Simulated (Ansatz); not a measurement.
A single-point calculation of rocksalt PbS with the PAW code Ansatz, at the level PBE. The cell was relaxed with r2SCAN and then strained (epitaxial +3.0 % in the plane normal to [111], free normal strain -3.17 %), with the atoms relaxed again with r2SCAN; k points keep the names of the unstrained zone.

```yaml
crystal:
  lattice:
    - [-0.1228370319, 2.9540126246, 2.9540126246]
    - [2.9540126246, -0.1228370319, 2.9540126246]
    - [2.9540126246, 2.9540126246, -0.1228370319]
  atoms:
    - { symbol: Pb, position: [0.0, 0.0, 0.0] }
    - { symbol: S, position: [0.5, 0.5, 0.5] }
kpoints:
  mp_grid: { grid: [8, 8, 8] }
  band_path:
    path:
      - [0.0, 0.0, 0.0]
      - [0.5, 0.0, 0.5]
      - [0.625, 0.25, 0.625]
      - [0.375, 0.375, 0.75]
      - [0.5, 0.5, 0.5]
      - [0.5, 0.25, 0.75]
      - [0.0, 0.0, 0.5]
    npoints: 1
hamiltonian:
  xc: pbe
scf:
  occupations: { method: fermi_dirac, width: 0.02 }
  n_extra_bands: 4
output:
  forces: true
  stress: true
  eigenvalues: true
  write_density: true
  write_potential: true
  elf: true
  volumetric_format: npy
```

The output follows, shortened, with numbered blanks.
```
scf.n_extra_bands = 4 over 10 filled bands (N_el = 20.0): the run solves 14 bands
Functional definition: PBE
Crystal: 2 atoms, lattice volume = 54.768 Å³
Basis set: ecut = 420 eV, 1049 PW (Γ)
[1]
SCF 1 converged in 6 iterations: F = -12809.554229 eV  dr2 = 4.87e-11
SCF converged after 6 iterations
Free energy (F): -12809.554229 eV
Internal energy: -12809.554209 eV  (E = F + TS)
E sigma→0 (E₀):  -12809.554219 eV
Entropy (-TS):   -0.000020 eV (-0.010 meV/atom)
[2]
--- Forces (eV/Å), atoms counted from 1 ---
  atom   1  Pb      0.00000      0.00000      0.00000
  atom   2  S       0.00000      0.00000      0.00000
--- Stress (GPa, compression-positive) ---
[3]
--- Band table (eV; the first three rows and the last of 65) ---
[4]
```

The rows of the band table are 0: (0, 0, 0) = Γ, 1: (0, 0, 1/8), 2: (0, 0, 1/4), 64: (-1/2, -1/2, -1/2) = L.

Q: Fill in the blanks. They hold the Fermi energy and the band table, the stress, the symmetry found.

A:
```
[1]
Symmetry: 12 space group operations
Space group: R-3m (ITA 166)
[2]
Fermi energy:    7.820001 eV
[3]
       -0.581738       0.754213       0.754213
        0.754213      -0.581738       0.754213
        0.754213       0.754213      -0.581738
  P = ⅓ Tr σ = -0.5817 GPa (-5.817 kbar)
[4]
  k-point 0: bands = […, -9.0427, -5.4608, 1.5570, 5.6382, 5.6382, 6.0434, 12.7252, 12.8040, 12.8040, 14.2759]
  k-point 1: bands = […, -9.0410, -5.3405, 1.1651, 5.6900, 5.9144, 6.0878, 11.6311, 12.0996, 12.1391, 14.4610]
  k-point 2: bands = […, -9.0343, -5.0083, 0.3030, 5.8332, 6.1033, 6.5879, 10.1012, 10.9681, 11.1193, 14.6695]
  k-point 64: bands = […, -9.0240, -4.2682, -0.6549, 5.9878, 5.9878, 7.4234, 7.8932, 9.4361, 9.4361, 16.3665]
```
Only the leading digits can be foreseen; the rest is this run's record.

The PBE gap is indirect, 0.17 eV (L to L), below the direct gap of 0.47 eV at L. Edges are sought over the mesh and the listed points. The mean pressure at these positions is -0.58 GPa, compression counted positive.

Command: `ansatz run input.yaml --threads 2 --pin off --max-ram 29491MiB --backend cpu --events-out ev --progress --plain --runs-dir out`.

Q: It took 1.4 s on 2 threads of AMD EPYC 7R13 Processor (Zen 3), on a shared host, load about 0.7 per core. What peak of host memory did it reach?

A: About 0.49 GiB.

Calculated for a static, non-magnetic cell.

Spin-orbit coupling is left out; in compounds of Pb, Bi, Tl or Hg it can lower a gap by up to about 1 eV, split its edges or invert the bands.
